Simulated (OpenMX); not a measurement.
The system is HgTe (Coloradoite).

```
CELL_PARAMETERS angstrom
0.00000 3.21450 3.21450
3.21450 0.00000 3.21450
3.21450 3.21450 0.00000
ATOMIC_POSITIONS crystal
Hg 0.00000 0.00000 0.00000
Te 0.75000 0.75000 0.75000
```

Base run:

- Program: OpenMX 3.8.5
- Functional: PBE
- Potentials or basis: OpenMX 2013 PBE set, Hg8.0-s3p2d2f1, Te7.0-s3p2d2f1, grid cutoff 500 Ry
- k mesh: 7 × 7 × 7
- Occupations: fermi-dirac, width 0.05 eV
- Spin: no spin polarisation

Its results: pressure 6.6 GPa.

Question: The run is repeated on the same cell with these changes: potentials or basis from OpenMX 2013 PBE set, Hg8.0-s3p2d2f1, Te7.0-s3p2d2f1, grid cutoff 500 Ry to OpenMX 2013 PBE set, Hg8.0-s3p2d2f2, Te7.0-s3p3d2f1, grid cutoff 500 Ry. What comes out?

Answer: Pressure 5.8 GPa.

Caveats: the basis of atomic orbitals isn't converged, which shifts pressures, moduli and gaps.

Not every run made on this cell is shown here.
